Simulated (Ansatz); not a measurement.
## AlSb under a change: isotropic strain −1.25 %

The parent structure is AlSb in the zinc blende structure (space group F-43m, No. 216; a = 6.1570 Å).

It is then changed as follows: the cell is scaled by 0.9875 in all directions, atoms relaxed at fixed cell.

The values are results of plane-wave PAW DFT at the PBEsol level (Ansatz, a first-principles code, 420 eV), without spin-orbit coupling, not measurements. Settings: 13×13×13 k-points, 0.05 eV Fermi–Dirac smearing.

```json
[
 {"quantity": "volume per atom", "base": "29.18 Å³", "changed": "28.10 Å³", "shift": "-1.08 Å³"},
 {"quantity": "space group", "base": "F-43m (No. 216)", "changed": "F-43m (No. 216)", "shift": "–"},
 {"quantity": "shortest interatomic distance", "base": "2.666 Å", "changed": "2.633 Å", "shift": "-0.033 Å"},
 {"quantity": "energy relative to the base (free energy F)", "base": "0 meV/atom", "changed": "+7.2 meV/atom", "shift": "+7.2 meV/atom"},
 {"quantity": "pressure", "base": "0.01 GPa", "changed": "2.21 GPa", "shift": "+2.206 GPa"},
 {"quantity": "band gap", "base": "1.14 eV", "changed": "1.08 eV", "shift": "-0.06 eV"},
 {"quantity": "smallest direct gap", "base": "1.47 eV", "changed": "1.77 eV", "shift": "+0.30 eV"},
 {"quantity": "width of the top valence band", "base": "2.73 eV", "changed": "2.86 eV", "shift": "+0.13 eV"},
 {"quantity": "electron mass", "base": "2.8 mₑ along k, 0.22 mₑ across (off the special points)", "changed": "2.7 mₑ along k, 0.22 mₑ across (off the special points)", "shift": "–"},
 {"quantity": "hole mass (degenerate bands, along [100])", "base": "0.086, 0.35, 0.35 mₑ (at Γ)", "changed": "0.099, 0.34, 0.34 mₑ (at Γ)", "shift": "–"},
 {"quantity": "valley order (the lowest conduction-band minima on the path, energy above the VBM, named in the base's zone)", "base": "a point along ⟨100⟩, about 0.9 Å⁻¹ from Γ 1.14 eV; L along ⟨111⟩ 1.28 eV; Γ 1.47 eV", "changed": "a point along ⟨100⟩, about 0.9 Å⁻¹ from Γ 1.08 eV; L along ⟨111⟩ 1.39 eV; Γ 1.77 eV", "shift": "–"}
]
```

Spin-orbit coupling, missing from the scalar runs, can matter with Sb. Effective masses come from finite differences of ±0.01 Å⁻¹. Along k means along the line from Γ to the band edge. Whether these cells are dynamically stable was not tested.
